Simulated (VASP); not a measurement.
# Te (R-3m) in VASP: reference runs, part 2 of 2

VASP 6.6.1. Earlier steps stand in the parts before.

### 5 Equation of state, PBE, 29.90 Å³/atom (volume scaled by 0.96)

Contents of INCAR:

```
SYSTEM = Te
ALGO     = Normal         ! electronic algorithm
EDIFF    = 1E-7           ! SCF threshold, eV
ENCUT    = 520            ! plane-wave cutoff, eV
GGA      = PE             ! functional
ISIF     = 2              ! what is computed and relaxed
ISMEAR   = -1             ! smearing method
LASPH    = .TRUE.         ! aspherical terms in the spheres
LCHARG   = .FALSE.        ! write CHGCAR
LREAL    = .FALSE.        ! projectors in reciprocal space
LWAVE    = .FALSE.        ! write WAVECAR
NBANDS   = 9              ! bands
NELM     = 80             ! most SCF steps
PREC     = Accurate       ! precision mode
SIGMA    = 0.05           ! smearing width, eV
```

Contents of KPOINTS:

```
k-points
0
G
  9 9 9
  0 0 0
```

Contents of POSCAR:

```
Te
1.0
    2.2747396529      1.3133215509      1.6681001767
   -2.2747396529      1.3133215509      1.6681001767
    0.0000000000     -2.6266431019      1.6681001767
Te
1
Direct
    0.5000000000      0.5000000000      0.5000000000
```

On the command line:

```
cat potpaw_PBE.64/Te/POTCAR > POTCAR
mpirun -np 1 vasp_std > vasp.out
```

Wall time 23 s (1 thread of AMD EPYC 7R43 (Zen 3), shared host); peak memory 0.11 GiB.

Results (log left out):

```yaml
Free_energy: -3.0580 eV
Pressure: 5.3 GPa
Band_gap_on_the_k_mesh: none (metal or under the smearing width)
```

### 6 Equation of state, PBE, 30.52 Å³/atom (volume scaled by 0.98)

Contents of INCAR:

```
  PREC = Accurate
  ENCUT = 520
  EDIFF = 1E-7
  ISMEAR = -1
  SIGMA = 0.05
  LREAL = F
  LASPH = T
  NELM = 100
  ALGO = Normal
  ISIF = 2
  LWAVE = F
  LCHARG = F
  GGA = PE
  NBANDS = 9
```

Contents of KPOINTS:

```
Automatic mesh
0
Gamma
  9 9 9
```

Contents of POSCAR:

```
Te
1.0
    2.2904280083      1.3223792272      1.6796046794
   -2.2904280083      1.3223792272      1.6796046794
    0.0000000000     -2.6447584544      1.6796046794
Te
1
Direct
    0.5000000000      0.5000000000      0.5000000000
```

Potentials or basis: VASP PAW PBE potentials, release 64 (Te).

On the command line:

```
cat potpaw_PBE.64/Te/POTCAR > POTCAR
mpirun -np 1 vasp_std > vasp.out
```

OUTCAR:

```text
PREC = Accurate
   ENCUT = 520
   EDIFF = 1E-7
   ISMEAR = -1
   LREAL = F
   LASPH = T
   NELM = 100
   ISIF = 2
   GGA = PE

 ion  position               nearest neighbor table
   1  0.500  0.500  0.500-

  LATTYP: Found a trigonal (rhomboedric) cell.
 ALAT       =     3.1330207725
 COS(alpha) =    -0.0688991668

  Lattice vectors:

 A1 = (   2.2904280083,   1.3223792272,   1.6796046794)
 A2 = (  -2.2904280083,   1.3223792272,   1.6796046794)
 A3 = (   0.0000000000,  -2.6447584544,   1.6796046794)
[... 684 lines left out ...]
      9      20.2895      0.00000

 [... further k-points ...]

------------------------ aborting loop because EDIFF is reached ----------------------------------------

  FORCE on cell =-STRESS in cart. coord.  units (eV):
  Direction    XX          YY          ZZ          XY          YZ          ZX
  --------------------------------------------------------------------------------------
  -------------------------------------------------------------------------------------
  Total        0.7561468      0.7561468      0.7075470      0.0000000      0.0000000      0.0000000
  in kB       39.6904212     39.6904212     37.1394016      0.0000000      0.0000000      0.0000000
  external PRESSURE =      38.8400813 kB  Pullay stress =       0.0000000 kB

 VOLUME and BASIS-vectors are now :
 -----------------------------------------------------------------------------
  energy-cutoff  :      520.00
  volume of cell :       30.52
      direct lattice vectors                 reciprocal lattice vectors
     2.290428008  1.322379227  1.679604679     0.218299810  0.126035454  0.198459398
    -2.290428008  1.322379227  1.679604679    -0.218299810  0.126035454  0.198459398
     0.000000000 -2.644758454  1.679604679     0.000000000 -0.252070909  0.198459398

 POSITION                                       TOTAL-FORCE (eV/Angst)
 -----------------------------------------------------------------------------------
      0.00000      0.00000      2.51941         0.000000     -0.000000      0.000000
 -----------------------------------------------------------------------------------
    total drift:                                0.000000      0.000000     -0.000000

  FREE ENERGIE OF THE ION-ELECTRON SYSTEM (eV)
  ---------------------------------------------------
  free  energy   TOTEN  =        -3.0758589506 eV

  energy  without entropy=       -3.0703962091  energy(sigma->0) =       -3.07312758
```

OSZICAR:

```text
N       E                     dE             d eps       ncg     rms          rms(c)
DAV:   1     0.173727500482E+02    0.17373E+02   -0.25487E+03  1530   0.533E+02
DAV:   2    -0.250206186188E+01   -0.19875E+02   -0.19003E+02  1946   0.729E+01
DAV:   3    -0.306705764587E+01   -0.56500E+00   -0.55985E+00  1958   0.152E+01
DAV:   4    -0.307120626332E+01   -0.41486E-02   -0.41484E-02  2094   0.142E+00
DAV:   5    -0.307124727431E+01   -0.41011E-04   -0.41011E-04  2019   0.113E-01    0.839E+00
DAV:   6    -0.307390723740E+01   -0.26600E-02   -0.61509E-04  1964   0.182E-01    0.512E+00
DAV:   7    -0.307580729959E+01   -0.19001E-02   -0.14736E-03  1668   0.280E-01    0.684E-02
DAV:   8    -0.307584716013E+01   -0.39861E-04   -0.34788E-05  2024   0.382E-02    0.346E-02
DAV:   9    -0.307585844513E+01   -0.11285E-04   -0.16160E-05  1683   0.245E-02    0.789E-03
DAV:  10    -0.307585864413E+01   -0.19900E-06   -0.22666E-07  2135   0.309E-03    0.216E-03
DAV:  11    -0.307585887857E+01   -0.23445E-06   -0.46036E-07  1662   0.366E-03    0.162E-03
DAV:  12    -0.307585895061E+01   -0.72039E-07   -0.51810E-09  1080   0.468E-04
   1 F= -.30758590E+01 E0= -.30731276E+01  d E =-.546274E-02
```

It took 19 s on 1 thread of AMD EPYC 7R43 (Zen 3), shared host; peak memory 0.11 GiB.

What came out:

```yaml
Free_energy: -3.0759 eV
Pressure: 3.9 GPa
Band_gap_on_the_k_mesh: none (metal or under the smearing width)
```

### 7 Equation of state, PBE, 31.77 Å³/atom (volume scaled by 1.02)

Contents of INCAR:

```
SYSTEM = Te
PREC = Accurate
ENCUT = 520
EDIFF = 1E-7
ISMEAR = -1
SIGMA = 0.05
LREAL = .FALSE.
LASPH = .TRUE.
NELM = 80
ALGO = Normal
ISIF = 2
LWAVE = .FALSE.
LCHARG = .FALSE.
GGA = PE
NBANDS = 9
```

Contents of KPOINTS:

```
Automatic mesh
0
G
  9 9 9
  0 0 0
```

Contents of POSCAR:

```
Te
1.0
    2.3211756774      1.3401314022      1.7021523992
   -2.3211756774      1.3401314022      1.7021523992
    0.0000000000     -2.6802628044      1.7021523992
Te
1
Direct
    0.5000000000      0.5000000000      0.5000000000
```

On the command line:

```
cat potpaw_PBE.64/Te/POTCAR > POTCAR
mpirun -np 1 vasp_std > vasp.out
```

Wall time 23 s (1 thread of AMD EPYC 7R43 (Zen 3), shared host); peak memory 0.11 GiB.

Results (log left out):

* Free energy: -3.0961 eV
* Pressure: 1.4 GPa
* Band gap on the k mesh: none (metal or under the smearing width)

### 8 Equation of state, PBE, 32.39 Å³/atom (volume scaled by 1.04)

INCAR is that of step 7.

KPOINTS is that of step 7.

Contents of POSCAR:

```
Te
1.0
    2.3362486691      1.3488337980      1.7132056465
   -2.3362486691      1.3488337980      1.7132056465
    0.0000000000     -2.6976675961      1.7132056465
Te
1
Direct
    0.5000000000      0.5000000000      0.5000000000
```

On the command line:

```
cat potpaw_PBE.64/Te/POTCAR > POTCAR
mpirun -np 1 vasp_std > vasp.out
```

It took 22 s on 1 thread of AMD EPYC 7R43 (Zen 3), shared host; peak memory 0.11 GiB.

The run converged. Its results:

| Property | Result |
| --- | --- |
| Free energy | -3.0996 eV |
| Pressure | 0.4 GPa |
| Band gap on the k mesh | none (metal or under the smearing width) |

### 9 Equation of state, PBE, 33.01 Å³/atom (volume scaled by 1.06)

Contents of INCAR:

```
SYSTEM = Te
PREC     = Accurate       ! precision mode
ENCUT    = 520            ! plane-wave cutoff, eV
EDIFF    = 1E-7           ! SCF threshold, eV
ISMEAR   = -1             ! smearing method
SIGMA    = 0.05           ! smearing width, eV
LREAL    = .False.        ! projectors in reciprocal space
LASPH    = .True.         ! aspherical terms in the spheres
NELM     = 100            ! most SCF steps
ALGO     = Normal         ! electronic algorithm
ISIF     = 2              ! what is computed and relaxed
LWAVE    = .False.        ! write WAVECAR
LCHARG   = .False.        ! write CHGCAR
GGA      = PE             ! functional
NBANDS   = 9              ! bands
```

Contents of KPOINTS:

```
Automatic mesh
0
Gamma
  9 9 9
  0 0 0
```

Contents of POSCAR:

```
Te
1.0
    2.3511296351      1.3574253277      1.7241180786
   -2.3511296351      1.3574253277      1.7241180786
    0.0000000000     -2.7148506555      1.7241180786
Te
1
Direct
    0.5000000000      0.5000000000      0.5000000000
```

Potentials or basis: VASP PAW PBE potentials, release 64 (Te).

On the command line:

```
cat potpaw_PBE.64/Te/POTCAR > POTCAR
mpirun -np 1 vasp_std > vasp.out
```

It took 22 s on 1 thread of AMD EPYC 7R43 (Zen 3), shared host; peak memory 0.11 GiB.

It converged, with:

| Quantity | Value |
| --- | --- |
| Free energy | -3.0991 eV |
| Pressure | -0.6 GPa |
| Band gap on the k mesh | none (metal or under the smearing width) |

### 10 Equation of state, PBE

Potentials or basis: VASP PAW PBE potentials, release 64 (Te).

No new run: the results of the series are fitted here.

Results:

```
Equilibrium volume                        : 32.63 Å³/atom
Bulk modulus at fixed shape and positions : 50 GPa
Pressure derivative of the bulk modulus   : 4.5
```

Energy against volume, from the lowest point:
```
volume (Å³/atom)  energy (meV/atom)
          29.277              65.33
          29.900              41.56
          30.523              23.70
          31.146              11.17
          31.769               3.43
          32.392               0.00
          33.015               0.44
```

Caveat: the cell was scaled at fixed shape and fractional positions, which overstates the stiffness of a crystal with free parameters, most of all of layers and chains. Spin-orbit coupling is left out, which matters for the levels of Te.

### 11 Summary

```csv
task,cell,gap on the mesh (eV),pressure (GPa)
single point,as given,none,2.6
single point,cell strained at random at fixed volume,none,2.9
equation of state,as given,-,-
```

Alike in all rows: level PBE; potentials or basis VASP PAW PBE potentials, release 64 (Te); no spin polarisation; k mesh 9 × 9 × 9; cutoff (eV) 520; smearing fermi-dirac 0.05 eV.

Caveats: the cell was scaled at fixed shape and fractional positions, which overstates the stiffness of a crystal with free parameters, most of all of layers and chains (some runs).

Absolute energies hang on the potentials; compare differences alone.
